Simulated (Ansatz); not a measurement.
**CoSi: further runs on the relaxed cell**

One table from this session's results is given with a row withheld; the runs are named, their logs left out.

The COD entry's cell or inner coordinates are ideal or old and differ from later refinements, so a difference from it is no clean test against experiment.

Method: DFT PBEsol, scalar-relativistic, plane waves, PAW, in Ansatz 0.2.0.

1 further run of the same task is left out (set aside as unsound or not needed). Runs told in other sessions of the task aren't counted.

## Starting point

The structure is cubic, space group P2_13 (No. 198). Conventional cell: a = 4.386 Å, b = 4.386 Å, c = 4.386 Å, α = 90.00°, β = 90.00°, γ = 90.00°. Around Co (site symmetry 3) lie 7 Si at 2.30 to 2.40 Å. Si (site symmetry 3) is surrounded by 7 Co at 2.30 to 2.40 Å.

As a file:

```cif
data_structure
_symmetry_space_group_name_H-M 'P2_13'
_symmetry_Int_Tables_number 198
_cell_length_a 4.3858
_cell_length_b 4.3858
_cell_length_c 4.3858
_cell_angle_alpha 90.000
_cell_angle_beta 90.000
_cell_angle_gamma 90.000
_cell_volume 84.36
loop_
_atom_site_label
_atom_site_type_symbol
_atom_site_symmetry_multiplicity
_atom_site_Wyckoff_symbol
_atom_site_fract_x
_atom_site_fract_y
_atom_site_fract_z
_atom_site_occupancy
Co1 Co 4 a 0.14564 0.14564 0.14564 1
Si1 Si 4 a 0.84333 0.84333 0.84333 1
```

It is the result of an earlier relaxation at this level (volume 10.55 Å³/atom; gap on the mesh: none (metal)).

Set-up of the first run:

The input, input.yaml:

```yaml
crystal:
  lattice:
    - [4.3415212242, 0.0, 0.0]
    - [0.0, 4.3415212242, 0.0]
    - [0.0, 0.0, 4.3415212242]
  atoms:
    - { symbol: Co, position: [0.1456446743, 0.1456446743, 0.1456446743] }
    - { symbol: Co, position: [0.3543553257, 0.8543553257, 0.6456446743] }
    - { symbol: Co, position: [0.6456446743, 0.3543553257, 0.8543553257] }
    - { symbol: Co, position: [0.8543553257, 0.6456446743, 0.3543553257] }
    - { symbol: Si, position: [0.8433288509, 0.8433288509, 0.8433288509] }
    - { symbol: Si, position: [0.6566711491, 0.1566711491, 0.3433288509] }
    - { symbol: Si, position: [0.3433288509, 0.6566711491, 0.1566711491] }
    - { symbol: Si, position: [0.1566711491, 0.3433288509, 0.6566711491] }
basis:
  ecutwfc: 420
kpoints:
  mp_grid: { grid: [8, 8, 8] }
hamiltonian:
  xc: pbesol
scf:
  occupations: { method: gaussian, width: 0.1 }
output:
  forces: true
  stress: true
  eigenvalues: true
relax:
  adjacent_minimum: "off"
  f_tol: 0.01
  max_steps: 30
```

Launch:

```
> ansatz run input.yaml --threads 2 --pin off --max-ram 5120MiB --backend cpu --events-out ev --progress --plain --runs-dir out
```

Among the steps run: Point at V/V0 = 0.97; Point at V/V0 = 1.03; Point at V/V0 = 0.94; Point at V/V0 = 1.06; Volume × 0.91; Volume × 1.10; The cell scaled to 0.88 of its volume.

One table of the session follows, with a row left open; its other results are not shown here.

It belongs to the step «Energy against volume». 

```
volume (Å³/atom)  energy above the lowest point (meV/atom)  pressure (GPa)
           9.280                                     144.8           41.32
           9.596                                      76.5           28.25
           9.913                                      31.9           17.20
          10.229                                         ?               ?
          10.545                                       0.0           -0.03
          10.862                                       6.8           -6.67
          11.178                                      25.7          -12.21
          11.600                                      66.0          -18.10
```

Q: Estimate the row for volume (Å³/atom) = 10.229 from the others.

Worked estimate for «energy above the lowest point (meV/atom)». A straight line through the neighbours (9.913, 31.9) and (10.545, 0.0) gives 31.9 + (0.0 − 31.9) × (10.229 − 9.913) / (10.545 − 9.913) = 16.0; a parabola fitted to 4 rows on both sides gives 7.4.

**Answer.** energy above the lowest point (meV/atom): 7.5; pressure (GPa): 7.86. In «energy above the lowest point (meV/atom)» the line misses by +8.5 and the parabola by -0.1.

Caveats from the session: Spin polarisation is off in the runs that give these values; a magnetic solution could lie lower. Warnings in the runs' records: stress scf threshold loose.
